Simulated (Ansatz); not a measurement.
# Zn (diamond type): the cost of one run

Computed with Ansatz 0.2.0 (DFT PBE, with the methods named in each step, unless a step's input says otherwise).

This is Zn in the diamond structure; at room conditions it is hcp.

### 1 The system as given

The structure is cubic, space group Fd-3m (No. 227). The conventional cell has a = 5.830 Å, b = 5.830 Å, c = 5.830 Å, α = 90.00°, β = 90.00°, γ = 90.00°. Zn (site symmetry -43m) is surrounded by 4 Zn at 2.52 Å.

Structure file:

```
CELL_PARAMETERS angstrom
0.00000 2.91514 2.91514
2.91514 0.00000 2.91514
2.91514 2.91514 0.00000
ATOMIC_POSITIONS crystal
Zn 0.87500 0.87500 0.87500
Zn 0.12500 0.12500 0.12500
```

Whether this phase is the stable one at these pressures isn't tested.

Atoms are numbered in the order of the input: Zn1, Zn2.

### 2 The reference volume, LAPW

Input file input.yaml:

```yaml
crystal:
  lattice:
    - [0.0, 2.9151411625, 2.9151411625]
    - [2.9151411625, 0.0, 2.9151411625]
    - [2.9151411625, 2.9151411625, 0.0]
  atoms:
    - { symbol: Zn, position: [-0.125, -0.125, -0.125] }
    - { symbol: Zn, position: [0.125, 0.125, 0.125] }
kpoints:
  mp_grid: { grid: [12, 12, 12] }
  band_path:
    path:
      - [0.0, 0.0, 0.0]
      - [0.5, 0.0, 0.5]
      - [0.625, 0.25, 0.625]
      - [0.375, 0.375, 0.75]
      - [0.0, 0.0, 0.0]
      - [0.5, 0.5, 0.5]
      - [0.5, 0.25, 0.75]
      - [0.5, 0.0, 0.5]
    npoints: 14
scf:
  occupations: { method: fermi_dirac, width: 0.05 }
hamiltonian:
  xc: pbe
  pseudopotentials: { kind: all_electron, lapw: { basis_error: 0.001 } }
output:
  forces: true
  stress: true
  eigenvalues: true
  populations: true
  dos: { projected: true, de: 0.2, e_range: [-14, 8] }
```

On the command line:

```bash
ansatz run input.yaml --threads 1 --pin off --max-ram 2048MiB --backend cpu --events-out ev --progress --plain --runs-dir out
```

**Question.** How long does this run take on 1 thread of Intel Xeon 6975P-C (Granite Rapids), shared host, and how much memory does it need?

About 16 s, with a peak of 0.45 GiB.
